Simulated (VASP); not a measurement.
# NaCl in VASP: single point with PBE

Aim: the single point of NaCl with PBE.

Everything below comes from runs of VASP 6.6.1. Logs are shortened: lines on timing, memory, paths and dates and some standing lists are left out, and cuts for length are marked.

## (1) Starting point

The cell holds a slab with vacuum, 4 atoms: a = 3.974 Å, b = 3.974 Å, c = 20.867 Å, α = 90.00°, β = 90.00°, γ = 60.00°.

## (2) Single point, PBE

The input, INCAR:

```
SYSTEM = NaCl
ALGO = Fast
DIPOL = 0.5 0.5 0.500
EDIFF = 1E-6
ENCUT = 520
GGA = PE
IDIPOL = 3
ISIF = 2
ISMEAR = 1
LASPH = .True.
LCHARG = .False.
LDIPOL = .True.
LREAL = .False.
LWAVE = .False.
NBANDS = 22
NELM = 100
PREC = Accurate
SIGMA = 0.05
```

The input, KPOINTS:

```
k-points
0
Gamma
  5 5 1
  0 0 0
```

The input, POSCAR:

```
NaCl
1.0
    3.9739400000      0.0000000000      0.0000000000
    1.9869700000      3.4415329931      0.0000000000
    0.0000000000      0.0000000000     20.8670626342
Na Cl
2 2
Direct
    0.0000000000      0.0000000000      0.3833793064
    0.3333333333      0.3333333333      0.5388735645
    0.6666666667      0.6666666667      0.4611264355
    0.0000000000      1.0000000000      0.6166206936
```

Potentials or basis: VASP PAW PBE potentials, release 64 (Na_pv, Cl).

Launch:

```console
> cat potpaw_PBE.64/Na_pv/POTCAR potpaw_PBE.64/Cl/POTCAR > POTCAR
> mpirun -np 1 vasp_std > vasp.out
```

OUTCAR:

```text
SYSTEM = NaCl
   EDIFF = 1E-6
   ENCUT = 520
   GGA = PE
   ISIF = 2
   ISMEAR = 1
   LASPH = .True.
   LREAL = .False.
   NELM = 100
   PREC = Accurate

 ion  position               nearest neighbor table
   1  0.000  0.000  0.383-
   2  0.333  0.333  0.539-
   3  0.667  0.667  0.461-
   4  0.000  0.000  0.617-

  LATTYP: Found a hexagonal cell.
 ALAT       =     3.9739400000
 C/A-ratio  =     5.2509757657

  Lattice vectors:

 A1 = (  -1.9869700000,  -3.4415329931,   0.0000000000)
 A2 = (   3.9739400000,   0.0000000000,   0.0000000000)
 A3 = (   0.0000000000,   0.0000000000,  20.8670626342)

Analysis of symmetry for initial positions (statically):
=====================================================================
 Subroutine PRICEL returns:
 Original cell was already a primitive cell.

 Routine SETGRP: Setting up the symmetry group for a
 hexagonal supercell.

 Subroutine GETGRP returns: Found  6 space group operations
 (whereof  6 operations were pure point group operations)
 out of a pool of 24 trial point group operations.

The static configuration has the point symmetry C_3v.

Analysis of symmetry for dynamics (positions and initial velocities):
=====================================================================
 Subroutine PRICEL returns:
 Original cell was already a primitive cell.

 Routine SETGRP: Setting up the symmetry group for a
 hexagonal supercell.

 Subroutine GETGRP returns: Found  6 space group operations
 (whereof  6 operations were pure point group operations)
 out of a pool of 24 trial point group operations.

The dynamic configuration has the point symmetry C_3v.

 Subroutine INISYM returns: Found  6 space group operations
 (whereof  6 operations are pure point group operations),
 and found     1 'primitive' translations

----------------------------------------------------------------------------------------

                                     Primitive cell

  volume of cell :     285.3872

  direct lattice vectors                    reciprocal lattice vectors
     3.973940000  0.000000000  0.000000000     0.251639431 -0.145284093  0.000000000
     1.986970000  3.441532993  0.000000000     0.000000000  0.290568186  0.000000000
     0.000000000  0.000000000 20.867062634     0.000000000  0.000000000  0.047922413

  length of vectors
     3.973940000  3.973940000 20.867062634     0.290568186  0.290568186  0.047922413

  position of ions in fractional coordinates (direct lattice)
     0.000000000  0.000000000  0.383379306
     0.333333333  0.333333333  0.538873565
     0.666666667  0.666666667  0.461126435
     0.000000000  0.000000000  0.616620694

  ion indices of the primitive-cell ions
   primitive index   ion index
                 1           1
                 2           2
                 3           3
                 4           4

----------------------------------------------------------------------------------------

 KPOINTS: k-points

Automatic generation of k-mesh.
 Grid dimensions read from file:
 generate k-points for:    5    5    1

 Generating k-lattice:

  Cartesian coordinates                     Fractional coordinates (reciprocal lattice)
     0.050327886 -0.029056819  0.000000000     0.200000000  0.000000000  0.000000000
     0.000000000  0.058113637  0.000000000     0.000000000  0.200000000  0.000000000
     0.000000000  0.000000000  0.047922413     0.000000000  0.000000000  1.000000000

  Length of vectors
     0.058113637  0.058113637  0.047922413

  Shift w.r.t. Gamma in fractional coordinates (k-lattice)
     0.000000000  0.000000000  0.000000000

 Subroutine IBZKPT returns following result:
 ===========================================

 Found      5 irreducible k-points:

 Following reciprocal coordinates:
            Coordinates               Weight
  0.000000  0.000000  0.000000      1.000000
  0.200000  0.000000  0.000000      6.000000
  0.400000  0.000000  0.000000      6.000000
  0.400000  0.200000  0.000000      6.000000
 -0.400000  0.200000  0.000000      6.000000
   k-points           NKPTS =      5   k-points in BZ     NKDIM =      5   number of bands    NBANDS=     22
   number of dos      NEDOS =    301   number of ions     NIONS =      4
   total plane-waves  NPLWV = 144000
   dimension x,y,z NGX =    30 NGY =   30 NGZ =  160
   dimension x,y,z NGXF=    60 NGYF=   60 NGZF=  320
   ions per type =               2   2
   NGX,Y,Z   is equivalent  to a cutoff of  12.55, 12.55, 12.75 a.u.
   NGXF,Y,Z  is equivalent  to a cutoff of  25.10, 25.10, 25.49 a.u.
 SYSTEM =  NaCl
   PREC   = accura    normal or accurate (medium, high low for compatibility)
   ISTART =      0    job   : 0-new  1-cont  2-samecut
   ICHARG =      2    charge: 1-file 2-atom 10-const
   ISPIN  =      1    spin polarized calculation?
   LNONCOLLINEAR =      F non collinear calculations
   LSORBIT =      F    spin-orbit coupling
   LASPH  =      T    aspherical Exc in radial PAW
   ENCUT  =  520.0 eV  38.22 Ry    6.18 a.u.   7.39  7.39 38.80*2*pi/ulx,y,z
   NELM   =    100;   NELMIN=  2; NELMDL= -5     # of ELM steps
   EDIFF  = 0.1E-05   stopping-criterion for ELM
   LREAL  =      F    real-space projection
   EDIFFG = 0.1E-04   stopping-criterion for IOM
   NSW    =      0    number of steps for IOM
   IBRION =     -1    ionic relax: 0-MD 1-quasi-New 2-CG
   NFREE  =      0    steps in history (QN), initial steepest desc. (CG)
   ISIF   =      2    stress and relaxation
   ISYM   =      2    0-nonsym 1-usesym 2-fastsym
   POTIM  = 0.5000    time-step for ionic-motion
   TEBEG  =    0.0;   TEEND  =   0.0 temperature during run
   PSTRESS=    0.0 pullay stress
   NELECT =      28.0000    total number of electrons
   NUPDOWN=      -1.0000    fix difference up-down
   EMIN   =  10.00;   EMAX   =-10.00  energy-range for DOS
   EFERMI =   0.00;   METHOD = LEGACY
   ISMEAR =     1;   SIGMA  =   0.05  broadening in eV -4-tet -1-fermi 0-gaus
   EFERMI_NEDOS =   21; number of points for ismear=-14 and -15
   IALGO  =     68    algorithm
   IMIX   =      4    mixing-type and parameters
     AMIX     =   0.40;   BMIX     =  1.00
     AMIX_MAG =   1.60;   BMIX_MAG =  1.00
  volume/ion in A,a.u.               =      71.35       481.47
  Fermi-wavevector in a.u.,A,eV,Ry     =   0.755062  1.426860  7.756936  0.570119
  Thomas-Fermi vector in A             =   1.852871
   LORBIT       =      0    0 simple, 1 ext, 2 COOP (PROOUT), +10 PAW based schemes
   GGA     = PE    functional components
   LHFCALC =     F    Hartree Fock is set to
   AEXX    =    0.0000 exact exchange contribution
   IVDW    =     0    specifies the selected vdW correction
   LEPSILON=     F    determine dielectric tensor
   LRPA    =     F    only Hartree local field effects (RPA)
 non-spin polarized calculation
 RMM-DIIS sequential band-by-band and
 Methfessel and Paxton  Order N= 1 SIGMA  =   0.05
  energy-cutoff  :      520.00
  volume of cell :      285.39
 maximum number of plane-waves:      7787
 NGX is ok and might be reduce to    30
   NGX = 15   NGY = 15   NGZ = 77

 number of electron      28.0000002 magnetization

 dipolmoment           0.000000      0.000000      0.425284 electrons x Angstroem

 Free energy of the ion-electron system (eV)
  ---------------------------------------------------
  ext. energy  EPLUGINS =         0.00000000
  ---------------------------------------------------
  free energy    TOTEN  =       -11.03989541 eV

  energy without entropy =      -11.03442532  energy(sigma->0) =      -11.03807205

 E-fermi :  -3.4232     XC(G=0):  -3.4387

 val. band max:       -3.4386011527   @ k =   0.2000   0.0000   0.0000
 cond. band min:      -3.4187941994   @ k =   0.2000   0.0000   0.0000
 fundamental gap:      0.0198069533
 Fermi energy:        -3.4231887570

 k-point     1 :       0.0000    0.0000    0.0000
  band No.  band energies     occupation
      1     -28.5984      2.00000
      2     -28.5932      2.00000
      3     -28.5932      2.00000
      4     -25.5463      2.00000
      5     -25.5280      2.00000
      6     -25.5280      2.00000
[... 14 lines left out ...]
     21       5.1743      0.00000
     22       6.3588      0.00000

 k-point     2 :       0.2000    0.0000    0.0000
  band No.  band energies     occupation
      1     -28.5994      2.00000
      2     -28.5968      2.00000
      3     -28.5945      2.00000
      4     -25.5441      2.00000
      5     -25.5354      2.00000
      6     -25.5295      2.00000
[... 14 lines left out ...]
     21       4.2952      0.00000
     22       5.4620      0.00000

 k-point     3 :       0.4000    0.0000    0.0000
  band No.  band energies     occupation
      1     -28.6079      2.00000
      2     -28.5965      2.00000
      3     -28.5954      2.00000
      4     -25.5481      2.00000
      5     -25.5396      2.00000
      6     -25.5319      2.00000
[... 14 lines left out ...]
     21       6.2570      0.00000
     22       6.7882      0.00000

 k-point     4 :       0.4000    0.2000    0.0000
  band No.  band energies     occupation
      1     -28.6048      2.00000
      2     -28.5976      2.00000
      3     -28.5956      2.00000
      4     -25.5438      2.00000
      5     -25.5404      2.00000
      6     -25.5334      2.00000
[... 14 lines left out ...]
     21       5.5419      0.00000
     22       5.9983      0.00000

 k-point     5 :      -0.4000    0.2000    0.0000
  band No.  band energies     occupation
      1     -28.6075      2.00000
      2     -28.6003      2.00000
      3     -28.5948      2.00000
      4     -25.5471      2.00000
      5     -25.5386      2.00000
      6     -25.5371      2.00000
[... 14 lines left out ...]
     21       5.2711      0.00000
     22       7.2445      0.00000

------------------------ aborting loop because EDIFF is reached ----------------------------------------

 vacuum level on the upper side and lower side of the slab       (xc-potential included)         2.738        -2.748

  FORCE on cell =-STRESS in cart. coord.  units (eV):
  Direction    XX          YY          ZZ          XY          YZ          ZX
  --------------------------------------------------------------------------------------
  -------------------------------------------------------------------------------------
  Total        0.2108429      0.2108429     -1.0097264      0.0000000      0.0000000     -0.0000000
  in kB        1.1836821      1.1836821     -5.6686510      0.0000000      0.0000000     -0.0000000
  external PRESSURE =      -1.1004289 kB  Pullay stress =       0.0000000 kB

 VOLUME and BASIS-vectors are now :
 -----------------------------------------------------------------------------
  energy-cutoff  :      520.00
  volume of cell :      285.39
      direct lattice vectors                 reciprocal lattice vectors
     3.973940000  0.000000000  0.000000000     0.251639431 -0.145284093  0.000000000
     1.986970000  3.441532993  0.000000000     0.000000000  0.290568186  0.000000000
     0.000000000  0.000000000 20.867062634     0.000000000  0.000000000  0.047922413

 POSITION                                       TOTAL-FORCE (eV/Angst)
 -----------------------------------------------------------------------------------
      0.00000      0.00000      8.00000         0.000000      0.000000      0.572995
      1.98697      1.14718     11.24471        -0.000000      0.000000      1.103105
      3.97394      2.29436      9.62235        -0.000000      0.000000     -1.062651
      0.00000      0.00000     12.86706        -0.000000      0.000000     -0.613449
 -----------------------------------------------------------------------------------
    total drift:                               -0.000001     -0.000000      0.002252

  FREE ENERGIE OF THE ION-ELECTRON SYSTEM (eV)
  ---------------------------------------------------
  free  energy   TOTEN  =       -11.0398954104 eV

  energy  without entropy=      -11.0344253157  energy(sigma->0) =      -11.03807205

 vacuum level on the upper side and lower side of the slab         5.126        -0.505
```

Run time: 96 s. Hardware: 1 thread of Intel Xeon Platinum 8375C at 2.90GHz (Ice Lake), shared host; peak memory 0.37 GiB.

What came out:

- Free energy: -11.0399 eV
- Largest force: 1.103 eV/Å
- Band gap on the k mesh: none (metal or under the smearing width)

Forces in eV/Å, atoms in the order of the input:
```
Na   0.000  0.000  0.573
Na   0.000  0.000  1.103
Cl   0.000  0.000 -1.063
Cl   0.000  0.000 -0.613
```

Levels at points of the mesh, in eV from the Fermi level:
```tsv
k point	band 11	band 12	band 13	band 14	band 15	band 16	band 17	band 18
(0.00, 0.00, 0.00)	-3.15	-0.88	-0.37	0.08	0.08	2.31	3.57	4.82
```

Caveat: the k mesh is coarse (spacing up to 0.37 Å⁻¹), so the values aren't converged.
